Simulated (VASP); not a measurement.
# C (P6_3/mmc) in VASP: notebook

Runs on C. Level: PBE+D3(BJ). Tasks: relaxation of cell and atoms, vibrations by finite differences.

Program: VASP 6.6.1. These are calculated values, not measurements. Logs are shortened: lines on timing, memory, paths and dates and some standing lists are left out, and cuts for length are marked.

## 1. Starting point

The structure is hexagonal, space group P6_3/mmc (No. 194). The conventional cell has a = 2.456 Å, b = 2.456 Å, c = 6.696 Å, α = 90.00°, β = 90.00°, γ = 120.00°. C (site symmetry -6m2) is surrounded by 3 C at 1.42 Å. C (site symmetry -6m2) has 3 C at 1.42 Å as nearest neighbours.

## 2. Relaxation of cell and atoms, PBE+D3(BJ)

INCAR

```
PREC     = Accurate       # precision mode
ENCUT    = 520            # plane-wave cutoff, eV
EDIFF    = 1E-7           # SCF threshold, eV
ISMEAR   = 0              # smearing method
SIGMA    = 0.02           # smearing width, eV
LREAL    = F              # projectors in reciprocal space
LASPH    = T              # aspherical terms in the spheres
NELM     = 80             # most SCF steps
ALGO     = Fast           # electronic algorithm
ISIF     = 3              # what is computed and relaxed
LWAVE    = F              # write WAVECAR
LCHARG   = F              # write CHGCAR
GGA      = PE             # functional
IVDW     = 12             # dispersion correction
IBRION   = 2              # ionic algorithm
NSW      = 80             # ionic steps
EDIFFG   = -0.002         # ionic threshold
KPAR     = 4
```

KPOINTS

```
Automatic mesh
0
Gamma
  15 15 6
```

POSCAR

```
C
1.0
    2.4560000000      0.0000000000      0.0000000000
   -1.2280000000      2.1269583900      0.0000000000
    0.0000000000      0.0000000000      6.6960000000
C
4
Direct
    0.0000000000      0.0000000000      0.7500000000
    0.0000000000      0.0000000000      0.2500000000
    0.3333333300      0.6666666700      0.7500000000
    0.6666666700      0.3333333300      0.2500000000
```

Potentials or basis: VASP PAW PBE potentials, release 64 (C).

Started as:

```
$ cat potpaw_PBE.64/C/POTCAR > POTCAR
$ mpirun -np 4 vasp_std > vasp.out
```

OUTCAR:

```text
PREC = Accurate
   ENCUT = 520
   EDIFF = 1E-7
   ISMEAR = 0
   LREAL = F
   LASPH = T
   NELM = 80
   ISIF = 3
   GGA = PE
   IVDW = 12
   IBRION = 2
   NSW = 80
   EDIFFG = -0.002
 IVDW          = 12

 ion  position               nearest neighbor table
   1  0.000  0.000  0.750-   3 1.42   3 1.42   3 1.42
   2  0.000  0.000  0.250-   4 1.42   4 1.42   4 1.42
   3  0.333  0.667  0.750-   1 1.42   1 1.42   1 1.42
   4  0.667  0.333  0.250-   2 1.42   2 1.42   2 1.42

  LATTYP: Found a hexagonal cell.
 ALAT       =     2.4560000000
 C/A-ratio  =     2.7263843648

  Lattice vectors:

 A1 = (   2.4560000000,   0.0000000000,   0.0000000000)
 A2 = (  -1.2280000000,   2.1269583900,   0.0000000000)
 A3 = (   0.0000000000,   0.0000000000,   6.6960000000)

Analysis of symmetry for initial positions (statically):
=====================================================================
 Subroutine PRICEL returns:
 Original cell was already a primitive cell.

 Routine SETGRP: Setting up the symmetry group for a
 hexagonal supercell.

 Subroutine GETGRP returns: Found 24 space group operations
 (whereof 12 operations were pure point group operations)
 out of a pool of 24 trial point group operations.

The static configuration has the point symmetry D_3d.
 The point group associated with its full space group is D_6h.

Analysis of symmetry for dynamics (positions and initial velocities):
=====================================================================
 Subroutine PRICEL returns:
 Original cell was already a primitive cell.

 Routine SETGRP: Setting up the symmetry group for a
 hexagonal supercell.

 Subroutine GETGRP returns: Found 24 space group operations
 (whereof 12 operations were pure point group operations)
 out of a pool of 24 trial point group operations.

The dynamic configuration has the point symmetry D_3d.
 The point group associated with its full space group is D_6h.

 Subroutine INISYM returns: Found 24 space group operations
 (whereof 12 operations are pure point group operations),
 and found     1 'primitive' translations

----------------------------------------------------------------------------------------

                                     Primitive cell

  volume of cell :      34.9786

  direct lattice vectors                    reciprocal lattice vectors
     2.456000000  0.000000000  0.000000000     0.407166124  0.235077471  0.000000000
    -1.228000000  2.126958390  0.000000000     0.000000000  0.470154943  0.000000000
     0.000000000  0.000000000  6.696000000     0.000000000  0.000000000  0.149342891

  length of vectors
     2.456000000  2.455999999  6.696000000     0.470154942  0.470154943  0.149342891

  position of ions in fractional coordinates (direct lattice)
     0.000000000  0.000000000  0.750000000
     0.000000000  0.000000000  0.250000000
     0.333333330  0.666666670  0.750000000
     0.666666670  0.333333330  0.250000000

  ion indices of the primitive-cell ions
   primitive index   ion index
                 1           1
                 2           2
                 3           3
                 4           4

----------------------------------------------------------------------------------------

 KPOINTS: Automatic mesh

Automatic generation of k-mesh.
 Grid dimensions read from file:
 generate k-points for:   15   15    6

 Generating k-lattice:

  Cartesian coordinates                     Fractional coordinates (reciprocal lattice)
     0.027144408  0.015671831  0.000000000     0.066666667  0.000000000  0.000000000
     0.000000000  0.031343663  0.000000000     0.000000000  0.066666667  0.000000000
     0.000000000  0.000000000  0.024890482     0.000000000  0.000000000  0.166666667

  Length of vectors
     0.031343663  0.031343663  0.024890482

  Shift w.r.t. Gamma in fractional coordinates (k-lattice)
     0.000000000  0.000000000  0.000000000

 Subroutine IBZKPT returns following result:
 ===========================================

 Found    108 irreducible k-points:

 Following reciprocal coordinates:
            Coordinates               Weight
  0.000000  0.000000  0.000000      1.000000
  0.066667  0.000000  0.000000      6.000000
  0.133333  0.000000  0.000000      6.000000
  0.200000 -0.000000  0.000000      6.000000
  0.266667  0.000000  0.000000      6.000000
  0.333333  0.000000  0.000000      6.000000
[... 16 lines left out ...]
  0.333333  0.200000  0.000000     12.000000
  0.400000  0.200000  0.000000      6.000000
 [... further k-points ...]
   k-points           NKPTS =    108   k-points in BZ     NKDIM =    108   number of bands    NBANDS=     12
   number of dos      NEDOS =    301   number of ions     NIONS =      4
   total plane-waves  NPLWV =  16200
   dimension x,y,z NGX =    18 NGY =   18 NGZ =   50
   dimension x,y,z NGXF=    36 NGYF=   36 NGZF=  100
   ions per type =               4
   NGX,Y,Z   is equivalent  to a cutoff of  12.18, 12.18, 12.41 a.u.
   NGXF,Y,Z  is equivalent  to a cutoff of  24.37, 24.37, 24.83 a.u.
 SYSTEM =  unknown system
   PREC   = accura    normal or accurate (medium, high low for compatibility)
   ISTART =      0    job   : 0-new  1-cont  2-samecut
   ICHARG =      2    charge: 1-file 2-atom 10-const
   ISPIN  =      1    spin polarized calculation?
   LNONCOLLINEAR =      F non collinear calculations
   LSORBIT =      F    spin-orbit coupling
   LASPH  =      T    aspherical Exc in radial PAW
   ENCUT  =  520.0 eV  38.22 Ry    6.18 a.u.   4.57  4.57 12.45*2*pi/ulx,y,z
   NELM   =     80;   NELMIN=  2; NELMDL= -5     # of ELM steps
   EDIFF  = 0.1E-06   stopping-criterion for ELM
   LREAL  =      F    real-space projection
   EDIFFG = -.2E-02   stopping-criterion for IOM
   NSW    =     80    number of steps for IOM
   IBRION =      2    ionic relax: 0-MD 1-quasi-New 2-CG
   NFREE  =      1    steps in history (QN), initial steepest desc. (CG)
   ISIF   =      3    stress and relaxation
   ISYM   =      2    0-nonsym 1-usesym 2-fastsym
   POTIM  = 0.5000    time-step for ionic-motion
   TEBEG  =    0.0;   TEEND  =   0.0 temperature during run
   PSTRESS=    0.0 pullay stress
   NELECT =      16.0000    total number of electrons
   NUPDOWN=      -1.0000    fix difference up-down
   EMIN   =  10.00;   EMAX   =-10.00  energy-range for DOS
   EFERMI =   0.00;   METHOD = LEGACY
   ISMEAR =     0;   SIGMA  =   0.02  broadening in eV -4-tet -1-fermi 0-gaus
   EFERMI_NEDOS =   21; number of points for ismear=-14 and -15
   IALGO  =     68    algorithm
   IMIX   =      4    mixing-type and parameters
     AMIX     =   0.40;   BMIX     =  1.00
     AMIX_MAG =   1.60;   BMIX_MAG =  1.00
  volume/ion in A,a.u.               =       8.74        59.01
  Fermi-wavevector in a.u.,A,eV,Ry     =   1.261384  2.383670 21.648079  1.591089
  Thomas-Fermi vector in A             =   2.394846
   LORBIT       =      0    0 simple, 1 ext, 2 COOP (PROOUT), +10 PAW based schemes
   GGA     = PE    functional components
   LHFCALC =     F    Hartree Fock is set to
   AEXX    =    0.0000 exact exchange contribution
   IVDW    =    12    specifies the selected vdW correction
   LEPSILON=     F    determine dielectric tensor
   LRPA    =     F    only Hartree local field effects (RPA)
 conjugate gradient relaxation of ions
 non-spin polarized calculation
 RMM-DIIS sequential band-by-band and
 Gauss-broadening in eV      SIGMA  =   0.02
  energy-cutoff  :      520.00
  volume of cell :       34.98
 maximum number of plane-waves:       979
   NGX =  9   NGY =  9   NGZ = 25

--------------------------------------- Ionic step        1  -------------------------------------------

 number of electron      15.9999994 magnetization

 Free energy of the ion-electron system (eV)
  ---------------------------------------------------
  ext. energy  EPLUGINS =         0.00000000
  ---------------------------------------------------
  free energy    TOTEN  =       -36.83428545 eV

  energy without entropy =      -36.83410794  energy(sigma->0) =      -36.83419670

------------------------ aborting loop because EDIFF is reached ----------------------------------------

 Edisp (eV)   -0.62732

 E8    (eV) :    -0.1778

  FORCE on cell =-STRESS in cart. coord.  units (eV):
  Direction    XX          YY          ZZ          XY          YZ          ZX
  --------------------------------------------------------------------------------------
  -------------------------------------------------------------------------------------
  Total       1.22601     1.22601     0.01335     0.00000     0.00000     0.00000
  in kB      56.15682    56.15682     0.61149     0.00000     0.00000     0.00000
  external pressure =       37.64 kB  Pullay stress =        0.00 kB
[... 233 lines left out ...]
  energy  without entropy=      -37.4665957053  energy(sigma->0) =      -37.46668443

--------------------------------------- Ionic step        7  -------------------------------------------

 number of electron      15.9999994 magnetization

 Free energy of the ion-electron system (eV)
  ---------------------------------------------------
  ext. energy  EPLUGINS =         0.00000000
  ---------------------------------------------------
  free energy    TOTEN  =       -36.84191754 eV

  energy without entropy =      -36.84173860  energy(sigma->0) =      -36.84182807

 E-fermi :   4.6582     XC(G=0): -10.3167

 val. band max:        4.6560470961   @ k =   0.3333   0.3333   0.5000
 cond. band min:       4.6669463211   @ k =   0.3333   0.3333   0.3333
 fundamental gap:      0.0108992250
 Fermi energy:         4.6581506424

 k-point     1 :       0.0000    0.0000    0.0000
  band No.  band energies     occupation
      1     -14.9753      2.00000
      2     -14.6760      2.00000
      3      -3.8372      2.00000
      4      -1.8744      2.00000
      5       1.6452      2.00000
      6       1.6452      2.00000
      7       1.6636      2.00000
      8       1.6636      2.00000
      9       8.9521      0.00000
     10      12.9749      0.00000
     11      12.9749      0.00000
     12      13.0266      0.00000
[... 331 lines left out ...]
 k-point    24 :       0.4000    0.2000    0.0000
  band No.  band energies     occupation
      1      -9.0363      2.00000
      2      -8.9311      2.00000
      3      -8.0131      2.00000
      4      -7.9462      2.00000
      5      -4.1973      2.00000
      6      -4.0947      2.00000
      7       2.7605      2.00000
      8       3.4241      2.00000
      9       6.0187      0.00000
     10       6.1500      0.00000
     11      15.1640      0.00000
     12      15.8226      0.00000

 [... further k-points ...]

------------------------ aborting loop because EDIFF is reached ----------------------------------------

 Edisp (eV)   -0.62488

 E8    (eV) :    -0.1771

  FORCE on cell =-STRESS in cart. coord.  units (eV):
  Direction    XX          YY          ZZ          XY          YZ          ZX
  --------------------------------------------------------------------------------------
  -------------------------------------------------------------------------------------
  Total       0.00678     0.00678     0.00784    -0.00000    -0.00000     0.00000
  in kB       0.30703     0.30703     0.35509    -0.00000    -0.00000     0.00000
  external pressure =        0.32 kB  Pullay stress =        0.00 kB
[... 19 lines left out ...]
  FREE ENERGIE OF THE ION-ELECTRON SYSTEM (eV)
  ---------------------------------------------------
  free  energy   TOTEN  =       -37.4667970193 eV

  energy  without entropy=      -37.4666180769  energy(sigma->0) =      -37.46670755

 reached required accuracy - stopping structural energy minimisation
```

Run time: 48 s. Hardware: 4 MPI ranks of Intel Xeon Platinum 8259CL at 2.50GHz (Skylake/Cascade Lake), shared host; peak memory 0.17 GiB.

Results:

| Quantity | Value |
| --- | --- |
| Free energy | -37.4668 eV |
| Relaxed volume | 8.84 Å³/atom |
| Relaxed cell | a = 2.466 Å, b = 2.466 Å, c = 6.713 Å, α = 90.00°, β = 90.00°, γ = 120.00° |
| Space group after relaxing (to 0.05 Å) | P6_3/mmc (No. 194) |
| Energy gained by relaxing | 1.3 meV/atom |
| Ionic steps | 7 |
| Pressure after relaxing | 0.0 GPa |
| Band gap on the k mesh | none (metal or under the smearing width) |
| Dispersion energy per atom | -0.156 eV |

Step by step:
```csv
step,energy change (eV),largest force (eV/Å),pressure (GPa),volume (Å³)
1,0.0000,0.0000,3.76,34.98
2,0.0259,0.0000,-8.62,36.03
3,-0.0051,0.0000,0.00,35.28
4,-0.0051,0.0000,0.08,35.27
5,-0.0051,0.0000,0.06,35.28
6,-0.0052,0.0000,0.05,35.31
7,-0.0052,0.0000,0.03,35.36
```

Final structure:
```
C
1.0
     2.46631    0.00000    0.00000
    -1.23316    2.13589    0.00000
     0.00000    0.00000    6.71343
C
4
Direct
  0.00000 0.00000 0.75000
  0.00000 0.00000 0.25000
  0.33333 0.66667 0.75000
  0.66667 0.33333 0.25000
```

Levels at points of the mesh, in eV from the Fermi level:
```
           k point  band 6  band 7  band 8  band 9  band 10  band 11
(0.00, 0.00, 0.00)   -3.01   -2.99   -2.99    4.29     8.32     8.32
(0.00, 0.00, 0.50)   -3.00   -3.00   -3.00    6.93     6.93     8.34
```

## 3. Relaxation of cell and atoms, PBE+D3(BJ)

This run uses another cell than the first one, of 8.84 Å³/atom, 1.011 times its volume.

INCAR is that of step 2.

KPOINTS is that of step 2.

POSCAR

```
C                                       
1.0
    2.4663118194      0.0000000000      0.0000000000
   -1.2331559097      2.1358886876      0.0000000000
    0.0000000000      0.0000000000      6.7134347859
  C             
     4
Direct
     0.0000000000000000    1.0000000000000000    0.7500000000000000
     1.0000000000000000    0.0000000000000000    0.2500000000000000
     0.3333333300000021    0.6666666699999979    0.7500000000000000
     0.6666666699999979    0.3333333300000021    0.2500000000000000
```

Potentials or basis: VASP PAW PBE potentials, release 64 (C).

Started as:

```
$ cat potpaw_PBE.64/C/POTCAR > POTCAR
$ mpirun -np 4 vasp_std > vasp.out
```

Wall time 17 s (4 MPI ranks of Intel Xeon Platinum 8259CL at 2.50GHz (Skylake/Cascade Lake), shared host); peak memory 0.17 GiB.

The run converged. Its results:

```
Free energy                : -37.4671 eV
Pressure after relaxing    : 0.0 GPa
Band gap on the k mesh     : none (metal or under the smearing width)
Dispersion energy per atom : -0.156 eV
```

Final structure:
```
C
1.0
     2.46631    0.00000    0.00000
    -1.23316    2.13589    0.00000
     0.00000    0.00000    6.71343
C
4
Cartesian
  0.0000 0.0000 5.0351
  0.0000 0.0000 1.6784
  0.0000 1.4239 5.0351
  1.2332 0.7120 1.6784
```

Levels at points of the mesh, in eV from the Fermi level:
| k point | band 5 | band 6 | band 7 | band 8 | band 9 | band 10 | band 11 | band 12 |
| --- | --- | --- | --- | --- | --- | --- | --- | --- |
| (0.00, 0.00, 0.00) | -3.01 | -3.01 | -2.99 | -2.99 | 4.29 | 8.32 | 8.34 | 8.37 |

Caveat: the relaxation stopped at its first step, so nothing moved.

## 4. Vibrations by finite differences, PBE+D3(BJ)

This run uses another cell than the first one, of 8.84 Å³/atom, 1.011 times its volume.

INCAR

```
SYSTEM = C
  ALGO = Fast
  EDIFF = 1E-8
  ENCUT = 520
  GGA = PE
  IBRION = 6
  ISIF = 2
  ISMEAR = 0
  IVDW = 12
  KPAR = 4
  LASPH = .True.
  LCHARG = .False.
  LREAL = .False.
  LWAVE = .False.
  NBANDS = 16
  NELM = 80
  NFREE = 2
  NSW = 1
  POTIM = 0.015
  PREC = Accurate
  SIGMA = 0.02
```

KPOINTS

```
k-points
0
Gamma
  15 15 6
  0 0 0
```

Changes to POSCAR since step 3:

```diff
@@ -8,4 +8,4 @@
 Direct
-     0.0000000000000000    1.0000000000000000    0.7500000000000000
-     1.0000000000000000    0.0000000000000000    0.2500000000000000
+     0.0000000000000000    0.0000000000000000    0.7500000000000000
+     0.0000000000000000    0.0000000000000000    0.2500000000000000
      0.3333333300000021    0.6666666699999979    0.7500000000000000
```

Started as:

```
$ cat potpaw_PBE.64/C/POTCAR > POTCAR
$ mpirun -np 4 vasp_std > vasp.out
```

It took 3.4 min on 4 MPI ranks of Intel Xeon Platinum 8259CL at 2.50GHz (Skylake/Cascade Lake), shared host; peak memory 0.42 GiB.

The run converged. Its results:

```yaml
Highest_phonon_frequency_at_Γ: 1542 cm⁻¹
Most_unstable_mode: 32i cm⁻¹
Dispersion_energy_per_atom: -0.156 eV
```

Phonon frequencies in cm⁻¹ (negative: imaginary):
```tsv
q point	frequencies
(0.000, 0.000, 0.000)	-32 -32 0 0 0 111 861 869 1538 1538 1542 1542
```

Caveat: some modes are imaginary.
